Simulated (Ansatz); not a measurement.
BN:

```xyz
2
Lattice="0.0000 1.8130 1.8130 1.8130 0.0000 1.8130 1.8130 1.8130 0.0000" Properties=species:S:1:pos:R:3 pbc="T T T"
N     0.9065    0.9065    0.9065
B     0.0000    0.0000    0.0000
```

The cell is a database's computed one.

| Item | Value |
| --- | --- |
| Program | Ansatz 0.2.0 |
| Task | relaxation of cell and atoms |
| Functional | PBEsol |
| Dispersion | D4 |
| Potentials or basis | Ansatz PAW |
| Cutoff | 420 eV (not typed: the program's choice for these potentials) |
| k mesh | 13 × 13 × 13 |
| Occupations | fermi-dirac, width 0.05 eV |
| Spin | no spin polarisation |

At the start: volume 5.96 Å³/atom.

Question: Where does the relaxation end?

Answer: It ends after 7 steps and the volume is 5.81 Å³/atom (-2.5 %); space group F-43m (No. 216, to 0.05 Å).

The path:
| step | energy change (eV) | largest force (eV/Å) | volume (Å³) |
| --- | --- | --- | --- |
| 1 | 0.0000 | 0.0000 | 11.92 |
| 2 | -0.0084 | 0.0000 | 11.75 |
| 3 | -0.0107 | 0.0000 | 11.63 |
| 4 | -0.0107 | 0.0000 | 11.63 |
| 5 | -0.0088 | 0.0000 | 11.63 |
| 6 | -0.0089 | 0.0000 | 11.62 |
| 7 | -0.0089 | 0.0000 | 11.62 |

Final structure:
```xyz
2
Lattice="0.0000 1.7978 1.7978 1.7978 0.0000 1.7978 1.7978 1.7978 0.0000" Properties=species:S:1:pos:R:3 pbc="T T T"
N     0.8989    0.8989    0.8989
B     0.0000    0.0000    0.0000
```

Caveat: the plane-wave basis is chosen anew once the cell has moved, so the energies of steps on either side of that aren't comparable; the pressure holds a Pulay correction of +1.1 GPa for the finite cutoff; the PAW data sets come from PBE, with cores solved anew for the run's functional, which leaves a small shift of forces and pressure.
